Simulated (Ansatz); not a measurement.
A relaxed cell of CuI is given with its symmetry left out. The cell was found from a structure generator's guess, not taken from experiment.

The calculation used DFT PBE, scalar-relativistic, plane waves, PAW (Ansatz). Cutoff 420 eV, Γ-centred mesh, Gaussian smearing, no spin polarisation.

```
Cu I
1.0
     0.00000    2.86762    2.86762
     2.86762    0.00000    2.86762
     2.86762    2.86762    0.00000
Cu I
1 1
Direct
  0.50000 0.50000 0.50000
  0.00000 0.00000 0.00000
```

The zero of energy is the elements' standard structures at the same level; no fitted shifts are applied.

(1) What space group does it have?

(2) What is its formation energy per atom?

(3) Is it a metal?

## Answers

(1) Fm-3m (No. 225), the rock salt type. Conventional cell: a = 5.735 Å. Cu has 6 I at 2.87 Å; I is surrounded by 6 Cu at 2.87 Å.

(2) +0.09 eV/atom. A positive value: parting into the elements would lower its energy.

(3) Yes, bands cross the Fermi level on the 18×18×18 mesh.

The last run used an 18×18×18 mesh for its 2-atom cell and Gaussian smearing of 0.10 eV. These runs have no spin–orbit coupling, which can matter for I. No Hubbard U is applied to the 3d shell of Cu. The reference form of I is held partly by dispersion forces, which this level lacks. Symmetry constrained the relaxation, so the result can be a saddle point.
